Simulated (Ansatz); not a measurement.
Level of theory: DFT, revPBE, plane waves (420 eV) with PAW, scalar-relativistic in Ansatz. (PAW data from PBE, frozen cores regenerated.)

An element in the diamond structure gives this curve. The cell is scaled uniformly from the relaxed one, with fractional coordinates and shape fixed. Energies are extrapolated to zero smearing, pressures are those at the given smearing. Magnetic state: spin not included.

```tsv
V (Å³/atom)	E − E₀ (meV/atom)	P (GPa)
19.223	216.5	30.76
20.096	86.4	17.93
20.970	18.7	7.83
21.844	0.0	-0.10
22.718	19.7	-6.30
23.591	69.5	-11.14
24.465	142.5	-14.88
```

Task: Which element is it?
A. ruthenium
B. germanium
C. silicon
D. iridium

Result: D. Its fit is V₀ = 21.80 Å³/atom, B₀ = 177 GPa, B₀′ = 5.1.
